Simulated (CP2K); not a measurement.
Runs of CP2K 2026.2 on Zr. Symmetry: P6_3/mmc, No. 194, hexagonal system. Conventional cell: a = 3.232 Å, b = 3.232 Å, c = 5.147 Å, α = 90.00°, β = 90.00°, γ = 120.00°. Around Zr (site symmetry -6m2) lie 12 Zr at 3.18 to 3.23 Å. 

```csv
task,level,potentials or basis,basis sets,potentials,ADDED_MOS,hirshfeld SHAPE_FUNCTION,VORONOI_RADII,gap on the mesh (eV),pressure (GPa)
atomic charges,PBE,POTENTIAL_UZH Zr GTH-PBE-q12; ccGRB-D basis,Zr ccGRB-D-q12,Zr GTH-PBE-q12 of POTENTIAL_UZH,[16],DENSITY,COVALENT,none,0.8
atomic charges,PBE,GTH_POTENTIALS Zr GTH-PBE-q12; SZV-MOLOPT-SR-GTH basis,Zr SZV-MOLOPT-SR-GTH-q12,Zr GTH-PBE-q12 of GTH_POTENTIALS,[8],DENSITY,COVALENT,none,-5.8
atomic charges,PBE,GTH_POTENTIALS Zr GTH-PBE-q12; TZVP-MOLOPT-SR-GTH basis,Zr TZVP-MOLOPT-SR-GTH-q12,Zr GTH-PBE-q12 of GTH_POTENTIALS,[16],DENSITY,COVALENT,none,(a)
atomic charges,PBE,POTENTIAL_UZH Zr GTH-PBE-q12; TZVP-MOLOPT-PBE-GTH basis,Zr TZVP-MOLOPT-PBE-GTH-q12,Zr GTH-PBE-q12 of POTENTIAL_UZH,[16],DENSITY,COVALENT,none,1.2
single point,PBE,POTENTIAL_UZH Zr GTH-PBE-q12; TZVP-MOLOPT-PBE-GTH basis,Zr TZVP-MOLOPT-PBE-GTH-q12,Zr GTH-PBE-q12 of POTENTIAL_UZH,[16],-,-,none,1.2
single point,PBEsol,POTENTIAL_UZH Zr GTH-PBE-q12; TZVP-MOLOPT-PBE-GTH basis,Zr TZVP-MOLOPT-PBE-GTH-q12,Zr GTH-PBE-q12 of POTENTIAL_UZH,[16],-,-,none,(b)
single point,BLYP,POTENTIAL_UZH Zr GTH-PBE-q12; TZVP-MOLOPT-PBE-GTH basis,Zr TZVP-MOLOPT-PBE-GTH-q12,Zr GTH-PBE-q12 of POTENTIAL_UZH,[16],-,-,none,4.2
single point,HLE17,POTENTIAL_UZH Zr GTH-PBE-q12; TZVP-MOLOPT-PBE-GTH basis,Zr TZVP-MOLOPT-PBE-GTH-q12,Zr GTH-PBE-q12 of POTENTIAL_UZH,[16],-,-,none,-12.2
```

Alike in all rows: no spin polarisation; cell as given; k mesh 9 × 9 × 5; smearing fermi-dirac 0.05 eV.

Task: Estimate the missing entries.

Result: (a) 0.5; (b) -2.4.

Caveats: the basis of atomic orbitals isn't converged, which shifts pressures, moduli and gaps; the potentials were made for another functional, which shifts forces and pressure (some runs); a minimal basis gives rough bond lengths, pressures and levels (some runs); the potentials were made for a functional far from this one (some runs).

A k mesh can miss the band edges, and the runs leave out spin-orbit coupling on Zr.

A gap of «none» marks a metal or a gap under the smearing width.
